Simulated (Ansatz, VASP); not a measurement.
Given: the input of a run of VASP 6.6.1 on Y.

Contents of INCAR:

```
PREC     = Accurate       # precision mode
ENCUT    = 520            # plane-wave cutoff, eV
EDIFF    = 1E-6           # SCF threshold, eV
ISMEAR   = -1             # smearing method
SIGMA    = 0.05           # smearing width, eV
LREAL    = F              # projectors in reciprocal space
LASPH    = T              # aspherical terms in the spheres
NELM     = 100            # most SCF steps
ALGO     = Normal         # electronic algorithm
ISIF     = 2              # what is computed and relaxed
LWAVE    = F              # write WAVECAR
LCHARG   = F              # write CHGCAR
GGA      = PE             # functional
NBANDS   = 18             # bands
```

Contents of KPOINTS:

```
Automatic mesh
0
Gamma
  8 8 5
```

The input POSCAR:

```
Y
1.0
    3.5729423729      0.0000000000      0.0000000000
   -1.7864711865      3.0942588613      0.0000000000
    0.0000000000      0.0000000000      5.6136161546
Y
2
Direct
    0.6666666667      0.3333333333      0.7500000000
    0.3333333333      0.6666666667      0.2500000000
```

Potentials or basis: VASP PAW PBE potentials, release 64 (Y_sv).

Run with:

```bash
$ cat potpaw_PBE.64/Y_sv/POTCAR > POTCAR
$ mpirun -np 1 vasp_std > vasp.out
```

**Question.** Set up the same calculation for Ansatz 0.2.0. Potentials there: all-electron LAPW, scalar-relativistic.

**Answer.** As run (the cutoff follows the program's own potentials):

File input.yaml:

```yaml
crystal:
  lattice:
    - [3.5729423729, 0.0, 0.0]
    - [-1.7864711865, 3.0942588613, 0.0]
    - [0.0, 0.0, 5.6136161546]
  atoms:
    - { symbol: "Y", position: [0.6666666667, 0.3333333333, 0.75] }
    - { symbol: "Y", position: [0.3333333333, 0.6666666667, 0.25] }
kpoints:
  mp_grid: { grid: [8, 8, 5] }
scf:
  occupations: { method: fermi_dirac, width: 0.05 }
hamiltonian:
  xc: pbe
  pseudopotentials: { kind: all_electron, lapw: { basis_error: 0.0005 } }
output:
  forces: true
  stress: true
  eigenvalues: true
```

Potentials or basis: all-electron LAPW, scalar-relativistic.

Run with:

```bash
$ ansatz run input.yaml --threads 1 --pin off --max-ram 3072MiB --backend cpu --events-out ev --progress --plain --runs-dir out
```

Both were run:

|  | VASP | Ansatz | Ansatz less VASP |
| --- | --- | --- | --- |
| gap on the k mesh at the Fermi level (eV) | none | none | - |
| pressure (GPa) | 2.4 | 2.6 | +0.14 |
| largest component of the traceless stress (GPa) | 0.19 | 0.19 | +0.003 |

A gap of «none» marks a metal or a gap that the smearing closes. Ansatz ran all-electron here, so the differences hold the error of VASP's frozen core and of both bases.
